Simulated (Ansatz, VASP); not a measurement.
# Ag: VASP beside Ansatz

```
Ag
1.0
     0.00000    2.00224    2.04310
     2.00224    0.00000    2.04310
     2.00224    2.00224    0.00000
Ag
1
Direct
  0.00000 0.00000 0.00000
```

Change from the starting cell: equal xx and yy strain of -2 %, crystal datasets.

Alike in both runs: task electric field gradients; functional LDA; k mesh 15 × 15 × 15; occupations fermi-dirac, width 0.05 eV; no spin polarisation.

|  | VASP | Ansatz |
| --- | --- | --- |
| version | VASP 6.6.1 | Ansatz 0.2.0 |
| potentials or method | VASP PAW LDA potentials, release 64 (Ag), cutoff 520 eV | all-electron PAW with datasets made for the crystal, scalar-relativistic |

Ansatz gave:

```
pressure (GPa)                                                 : -3.1
largest component of the traceless stress (GPa)                : 0.43
Vzz of the field gradient on the site that differs most (V/Å²) : 0.0
```

Q: What did VASP give for the same quantities?

A: Pressure (GPa): -2.9; largest component of the traceless stress (GPa): 0.41; Vzz of the field gradient on the site that differs most (V/Å²): 0.7.

Ansatz ran all-electron here, so the differences hold the error of VASP's frozen core and of both bases. Ansatz warned: «gradients_without_spin_orbit».
